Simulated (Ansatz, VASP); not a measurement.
# One calculation of CuO (Tenorite), two programs

```xyz
4
Lattice="2.3447 -1.7134 0.0000 2.3447 1.7134 0.0000 -0.8606 0.0000 5.0594" Properties=species:S:1:pos:R:3 pbc="T T T"
Cu    0.7420   -0.8457    2.5297
Cu    1.1723    0.8457    0.0000
O     1.6421    0.2841    3.8133
O     2.0724   -0.2841    1.2836
```

Alike in both runs: task single point; functional r2SCAN; k mesh 10 × 10 × 5; occupations fermi-dirac, width 0.05 eV; no spin polarisation.

|  | VASP | Ansatz |
| --- | --- | --- |
| version | VASP 6.6.1 | Ansatz 0.2.0 |
| potentials or method | VASP PAW PBE potentials, release 64 (Cu, O) | Ansatz PAW |
| plane-wave cutoff (eV) | 520 | 500 |
| valence electrons in the cell | 34 | 50 |

Ansatz gave:

```
gap on the k mesh at the Fermi level (eV)       : none
pressure (GPa)                                  : -1.3
largest component of the traceless stress (GPa) : 1.57
rms of the force components (eV/Å)              : 0.424
```

Which values does VASP return?

gap on the k mesh at the Fermi level (eV): none; pressure (GPa): -0.4; largest component of the traceless stress (GPa): 1.27; rms of the force components (eV/Å): 0.435.

Atom by atom the forces differ by 0.024 eV/Å (rms over components). A gap of «none» marks a metal or a gap that the smearing closes. The two sets of potentials don't hold the same shells in valence.

Caveats: the run has no spin polarisation, though such a crystal can be magnetic; semilocal functionals often make such compounds metallic where correlation or magnetic order opens a gap, which also shifts bond lengths; the PAW data sets were made with another functional, which shifts forces and pressure a little (VASP); the PAW data sets come from PBE, with cores solved anew for the run's functional, which leaves a small shift of forces and pressure (Ansatz).
